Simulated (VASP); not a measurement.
# LiF (Griceite): F into a neighbouring F vacancy

Wanted: the minimum-energy path in LiF (Griceite) for this move: F into a neighbouring F vacancy. The start is a cell from a database of measured crystal structures.

Calculated with VASP 6.6.1; PBEsol; plane waves and PAW (F, Li).

### 1. The host crystal

The structure is cubic, space group Fm-3m (No. 225). Conventional cell: a = 4.028 Å, b = 4.028 Å, c = 4.028 Å, α = 90.00°, β = 90.00°, γ = 90.00°. Nearest to F lie 6 Li at 2.01 Å. Nearest to Li lie 6 F at 2.01 Å. Farther neighbours and most contacts between anions are not listed.

Structure file:

```xyz
2
Lattice="0.0000 2.0140 2.0140 2.0140 0.0000 2.0140 2.0140 2.0140 0.0000" Properties=species:S:1:pos:R:3 pbc="T T T"
F     2.0140    2.0140    2.0140
Li    0.0000    0.0000    0.0000
```

### 2. Relax the host

First cell and atoms are relaxed at a raised cutoff, so that later runs start from this functional's own cell.

Contents of INCAR:

```
SYSTEM = LiF
PREC = Accurate
ENCUT = 520
EDIFF = 1E-06
NELM = 120
ISMEAR = 0
SIGMA = 0.1
LREAL = .FALSE.
ALGO = Normal
GGA = PS
NBANDS = 10
LORBIT = 11
LWAVE = .FALSE.
LCHARG = .FALSE.
KPAR = 6
IBRION = 2
NSW = 40
ISIF = 3
EDIFFG = -0.02
POTIM = 0.4
```

Contents of POSCAR:

```
LiF
1.0
    0.0000000000      2.0140000000      2.0140000000
    2.0140000000      0.0000000000      2.0140000000
    2.0140000000      2.0140000000      0.0000000000
F Li
1 1
Direct
    0.5000000000      0.5000000000      0.5000000000
    0.0000000000      0.0000000000      0.0000000000
```

Contents of KPOINTS:

```
Automatic mesh
0
Gamma
8 8 8
0 0 0
```

Potentials, in the order of the species: F and Li (PBE family, release 64).

Started as:

```bash
mpirun -np 6 vasp_std
```

The log of the run:

```text
[banner, memory and clock lines left out]
running    6 mpi-ranks, on    1 nodes
 distrk:  each k-point on    1 cores,    6 groups
 distr:  one band on    1 cores,    1 groups

 POSCAR found type information on POSCAR F Li
 POSCAR found :  2 types and       2 ions
|                                                                             |
|           W    W    AA    RRRRR   N    N  II  N    N   GGGG   !!!           |
|           W    W   A  A   R    R  NN   N  II  NN   N  G    G  !!!           |
|           W    W  A    A  R    R  N N  N  II  N N  N  G       !!!           |
|           W WW W  AAAAAA  RRRRR   N  N N  II  N  N N  G  GGG   !            |
|           WW  WW  A    A  R   R   N   NN  II  N   NN  G    G                |
|           W    W  A    A  R    R  N    N  II  N    N   GGGG   !!!           |
|                                                                             |
|     For optimal performance we recommend to set                             |
|       NCORE = 2 up to number-of-cores-per-socket                            |
|     NCORE specifies how many cores store one orbital (NPAR=cpu/NCORE).      |
|     This setting can greatly improve the performance of VASP for DFT.       |
|     The default, NCORE=1 might be grossly inefficient on modern             |
|     multi-core architectures or massively parallel machines. Do your        |
|     Unfortunately you need to use the default for GW and RPA                |
|     calculations (for HF NCORE is supported but not extensively tested      |
|     yet).                                                                   |
|                                                                             |

|                                                                             |
|               ----> ADVICE to this user running VASP <----                  |
|                                                                             |
|     You enforced a specific xc type in the INCAR file but a different       |
|     [... a line on the potential file left out ...]
|     I HOPE YOU KNOW WHAT YOU ARE DOING!                                     |
|                                                                             |

 LDA part: xc-table for (Slater+PW92), standard interpolation
 POSCAR, INCAR and KPOINTS ok, starting setup
 FFT: planning ... GRIDC
 FFT: planning ... GRID_SOFT
 FFT: planning ... GRID
 WAVECAR not read
 entering main loop
       N       E                     dE             d eps       ncg     rms          rms(c)
DAV:   1     0.177975817346E+02    0.17798E+02   -0.48477E+03   604   0.728E+02
DAV:   2    -0.978013192294E+01   -0.27578E+02   -0.27256E+02   670   0.152E+02
DAV:   3    -0.102322073820E+02   -0.45208E+00   -0.45193E+00   666   0.177E+01
DAV:   4    -0.102332412461E+02   -0.10339E-02   -0.10338E-02   652   0.921E-01
DAV:   5    -0.102332442514E+02   -0.30053E-05   -0.30053E-05   654   0.446E-02    0.388E+00
DAV:   6    -0.983328790752E+01    0.39996E+00   -0.22241E+00   630   0.100E+01    0.133E+00
DAV:   7    -0.983458689995E+01   -0.12990E-02   -0.15438E-02   620   0.105E+00    0.805E-01
DAV:   8    -0.983855165635E+01   -0.39648E-02   -0.93649E-03   616   0.119E+00    0.962E-02
DAV:   9    -0.983852313762E+01    0.28519E-04   -0.39168E-04   684   0.145E-01    0.352E-02
DAV:  10    -0.983857435740E+01   -0.51220E-04   -0.46741E-05   640   0.599E-02    0.375E-03
DAV:  11    -0.983857438145E+01   -0.24054E-07   -0.36118E-07   534   0.576E-03
   1 F= -.98385744E+01 E0= -.98385744E+01  d E =-.983857E+01
 curvature:   0.00 expect dE= 0.000E+00 dE for cont linesearch  0.000E+00
 trial: gam= 0.00000 g(F)=  0.573E-68 g(S)=  0.682E-03 ort = 0.000E+00 (trialstep = 0.100E+01)
 search vector abs. value=  0.682E-03
 bond charge predicted
       N       E                     dE             d eps       ncg     rms          rms(c)
DAV:   1    -0.984270028383E+01   -0.41259E-02   -0.68867E-02   616   0.233E+00    0.487E-01
DAV:   2    -0.983916254612E+01    0.35377E-02   -0.21452E-02   636   0.102E+00    0.514E-02
DAV:   3    -0.983911823972E+01    0.44306E-04   -0.10314E-04   630   0.105E-01    0.301E-02
DAV:   4    -0.983909729774E+01    0.20942E-04   -0.19536E-05   642   0.443E-02    0.401E-03
DAV:   5    -0.983909768696E+01   -0.38921E-06   -0.61126E-07   376   0.531E-03
   2 F= -.98390977E+01 E0= -.98390977E+01  d E =-.523306E-03
[...]
3 F= -.98391711E+01 E0= -.98391711E+01  d E =-.596731E-03
 curvature:  -0.35 expect dE=-0.475E-04 dE for cont linesearch -0.475E-04
 ZBRENT: interpolating
 opt :   2.2649  next Energy=    -9.839327 (dE=-0.753E-03)
 bond charge predicted
       N       E                     dE             d eps       ncg     rms          rms(c)
DAV:   1    -0.984310022170E+01   -0.39301E-02   -0.72266E-02   596   0.239E+00    0.497E-01
DAV:   2    -0.983940307993E+01    0.36971E-02   -0.22082E-02   602   0.104E+00    0.528E-02
DAV:   3    -0.983935916183E+01    0.43918E-04   -0.10005E-04   600   0.105E-01    0.303E-02
DAV:   4    -0.983933439297E+01    0.24769E-04   -0.20108E-05   622   0.451E-02    0.398E-03
DAV:   5    -0.983933404979E+01    0.34319E-06   -0.60162E-07   328   0.524E-03
   4 F= -.98393340E+01 E0= -.98393340E+01  d E =-.759668E-03
 curvature:  -1.14 expect dE=-0.113E-06 dE for cont linesearch -0.113E-06
 trial: gam= 0.00000 g(F)=  0.387E-60 g(S)=  0.993E-07 ort =-0.823E-05 (trialstep = 0.125E+01)
 search vector abs. value=  0.994E-07
 reached required accuracy - stopping structural energy minimisation
```

Elapsed: 2.4 s, on 6 MPI ranks of Intel Xeon 6975P-C (Granite Rapids), shared host; peak memory 0.73 GiB; 11 s of CPU time.

The logs omit lines about the potential files and the build; timing stands in the text.

OUTCAR, selected parts (step 2):

```text
ion  position               nearest neighbor table
   1  0.500  0.500  0.500-   2 2.01   2 2.01   2 2.01   2 2.01   2 2.01   2 2.01
   2  0.000  0.000  0.000-   1 2.01   1 2.01   1 2.01   1 2.01   1 2.01   1 2.01

  LATTYP: Found a face centered cubic cell.
 ALAT       =     4.0280000000

 Subroutine GETGRP returns: Found 48 space group operations
 (whereof 48 operations were pure point group operations)

The static configuration has the point symmetry O_h .

 Found     29 irreducible k-points:

   k-points           NKPTS =     29   k-points in BZ     NKDIM =     29   number of bands    NBANDS=     10

   dimension x,y,z NGX =    24 NGY =   24 NGZ =   24
   dimension x,y,z NGXF=    48 NGYF=   48 NGZF=   48

   ENCUT  =  520.0 eV  38.22 Ry    6.18 a.u.   5.30  5.30  5.30*2*pi/ulx,y,z

   NELECT =       8.0000    total number of electrons

 k-points in reciprocal lattice and weights: Automatic mesh
   0.00000000  0.00000000  0.00000000       0.002
   0.12500000  0.00000000  0.00000000       0.016
   0.25000000  0.00000000  0.00000000       0.016
   0.37500000  0.00000000  0.00000000       0.016
   0.50000000  0.00000000  0.00000000       0.008
   0.12500000  0.12500000  0.00000000       0.012
   0.25000000  0.12500000  0.00000000       0.047
   0.37500000  0.12500000  0.00000000       0.047
   0.50000000  0.12500000  0.00000000       0.047
[...]
-0.37500000  0.50000000  0.12500000       0.023
  -0.25000000  0.50000000  0.25000000       0.012

 average (electrostatic) potential at core
       1 -76.8955       2 -26.0266

 E-fermi :  -0.8331

 k-point     1 :       0.0000    0.0000    0.0000
  band No.  band energies     occupation
      1     -21.2738      2.00000
      2      -1.3219      2.00000
      3      -1.3219      2.00000
      4      -1.3219      2.00000
      5       7.7195      0.00000
      6      22.9207      0.00000
      7      22.9207      0.00000
      8      22.9218      0.00000
      9      22.9218      0.00000
    ...

 k-point     2 :       0.1250    0.0000    0.0000
  band No.  band energies     occupation
      1     -21.2037      2.00000
      2      -1.7737      2.00000
      3      -1.3589      2.00000
      4      -1.3589      2.00000
      5       8.1603      0.00000
      6      19.2193      0.00000
      7      21.1235      0.00000
      8      21.1235      0.00000
      9      24.3793      0.00000
    ...

 k-point     3 :       0.2500    0.0000    0.0000
  band No.  band energies     occupation
      1     -21.0295      2.00000
      2      -2.7418      2.00000
      3      -1.4455      2.00000
      4      -1.4455      2.00000
      5       8.9675      0.00000
      6      16.5468      0.00000
      7      19.2968      0.00000
      8      19.2968      0.00000
      9      25.8525      0.00000
    ...

  Total        0.0013098      0.0013098      0.0013098      0.0000000      0.0000000     -0.0000000
  in kB        0.1302911      0.1302911      0.1302911      0.0000000      0.0000000     -0.0000000
  external PRESSURE =       0.1302911 kB  Pullay stress =       0.0000000 kB

  energy-cutoff  :      520.00
  volume of cell :       16.11
      direct lattice vectors                 reciprocal lattice vectors
     0.000000000  2.004446277  2.004446277    -0.249445448  0.249445448  0.249445448
     2.004446277  0.000000000  2.004446277     0.249445448 -0.249445448  0.249445448
     2.004446277  2.004446277  0.000000000     0.249445448  0.249445448 -0.249445448

 POSITION                                       TOTAL-FORCE (eV/Angst)
 -----------------------------------------------------------------------------------
      2.00445      2.00445      2.00445        -0.000000     -0.000000      0.000000
      0.00000      0.00000      0.00000         0.000000      0.000000     -0.000000
 -----------------------------------------------------------------------------------
    total drift:                               -0.000000     -0.000000      0.000000

  FREE ENERGIE OF THE ION-ELECTRON SYSTEM (eV)
  ---------------------------------------------------
  free  energy   TOTEN  =        -9.8393340498 eV

  energy  without entropy=       -9.8393340498  energy(sigma->0) =       -9.83933405

 reached required accuracy - stopping structural energy minimisation

 total charge
# of ion       s       p       d       tot
------------------------------------------
    1        1.726   4.398   0.000   6.124
    2        0.091   0.197   0.000   0.288
--------------------------------------------------
tot          1.817   4.595   0.000   6.412

[... 3 further parts left out ...]
```

The gap is read on the k-mesh alone, so it is an upper bound where the band edges lie off the mesh. The PAW data sets were made with PBE, which is usual practice but a small mismatch for other functionals. The run keeps the 48 symmetry operations of its start, so it cannot find a distortion of lower symmetry.

Relaxation path:

| step | energy less that of the first step (eV) | largest force (eV/Å) | pressure (GPa) | volume (Å³) |
| --- | --- | --- | --- | --- |
| 1 | 0.0000 | 0.0000 | -1.06 | 16.34 |
| 2 | -0.0005 | 0.0000 | -0.59 | 16.24 |
| 3 | -0.0006 | 0.0000 | 0.49 | 16.00 |
| 4 | -0.0008 | 0.0000 | 0.01 | 16.11 |

| conventional cell, symmetrised | before | after | change |
| --- | --- | --- | --- |
| a (Å) | 4.028 | 4.009 | -0.5 % |
| b (Å) | 4.028 | 4.009 | -0.5 % |
| c (Å) | 4.028 | 4.009 | -0.5 % |
| volume (Å³/atom) | 8.17 | 8.05 | -1.4 % |

Final coordinates:

```xyz
2
Lattice="0.0000 2.0044 2.0044 2.0044 0.0000 2.0044 2.0044 2.0044 0.0000" Properties=species:S:1:pos:R:3 pbc="T T T"
F     2.0044    2.0044    2.0044
Li    0.0000    0.0000    0.0000
```

Numbers from this step:

```yaml
electronic_cycles: 26
electrons: 8
free_energy_toten: -9.839 eV
fermi_energy: -0.8331 eV
metallic: no
gap_on_the_k_mesh: 9.041 eV
least_direct_gap_on_the_k_mesh: 9.041 eV
```

The run ended after 4 ionic steps, 0.001 eV below its first step, once forces and stress met EDIFFG = -0.02.

[end of part 1 of 5]

[Lines on the potential files, build, host, timing and source positions are cut from VASP's logs without a mark.]

[Logs are printed without paths, hosts, clocks, repeated set-up lines and the standing remarks that a program may print on its own settings, such as how far it seeks lower states.]

[Hosts, paths, dates, database ids (printed as entryN), source tags and the programs' standing remarks are cut or masked in the printed files.]

[Runs that stopped without an error message from VASP are left out.]
